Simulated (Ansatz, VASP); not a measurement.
**C in VASP and in Ansatz**

```xyz
4
Lattice="2.4657 0.0000 0.0000 -1.2329 2.1354 0.0000 0.0000 0.0000 17.5000" Properties=species:S:1:pos:R:3 pbc="T T T"
C     0.0000    1.4236    4.5000
C     1.2329    0.7118    4.5000
C     0.0000    1.4236    8.0710
C     1.2329    0.7118    8.0710
```

Alike in both runs: functional PBE; dispersion D3(BJ); k mesh 15 × 15 × 1; occupations gaussian, width 0.1 eV; no spin polarisation.

Ansatz relaxed the structure, and its values are those at the end. VASP's run is a single point on that final structure, the one shown.

```csv
,VASP,Ansatz
version,VASP 6.6.1,Ansatz 0.2.0
potentials or method,"VASP PAW PBE potentials, release 64 (C)","scalar-relativistic, plane waves, PAW"
plane-wave cutoff (eV),520,420
valence electrons in the cell,16,16
```

|  | VASP | Ansatz | Ansatz less VASP |
| --- | --- | --- | --- |
| gap on the k mesh at the Fermi level (eV) | 0.46 | 0.46 | 0.000 |
| least direct gap on the mesh (eV) | 0.46 | 0.46 | 0.000 |

Ansatz warned: «symmetry_narrowed_by_constraints».
